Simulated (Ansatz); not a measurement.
Au:

```xyz
1
Lattice="0.0000 2.0350 2.0350 2.0350 0.0000 2.0350 2.0350 2.0350 0.0000" Properties=species:S:1:pos:R:3 pbc="T T T"
Au    0.0000    0.0000    0.0000
```

* Program: Ansatz 0.2.0
* Task: relaxation of cell and atoms
* Functional: RPBE
* Dispersion: D4
* Potentials or basis: all-electron LAPW, scalar-relativistic
* Basis error allowed: 0.001 eV/atom
* k mesh: 11 × 11 × 11
* Occupations: fermi-dirac, width 0.05 eV
* Spin: no spin polarisation

At the start: volume 16.85 Å³/atom.

Question: How do energy, volume and symmetry change on relaxing?

Answer: Over 4 steps the energy falls by 3.3 meV/atom and the volume is 17.18 Å³/atom (+1.9 %); space group Fm-3m (No. 225, to 0.05 Å).

Step by step:
```
step  energy change (eV)  largest force (eV/Å)  volume (Å³)
   1              0.0000                0.0000        16.85
   2             -0.0033                0.0000        17.21
   3             -0.0033                0.0000        17.18
   4             -0.0033                0.0000        17.18
```

Final structure:
```yaml
crystal:
  lattice:
    - [0.00000, 2.04805, 2.04805]
    - [2.04805, 0.00000, 2.04805]
    - [2.04805, 2.04805, 0.00000]
  atoms:
    - { symbol: Au, position: [0.00000, 0.00000, 0.00000] }
```
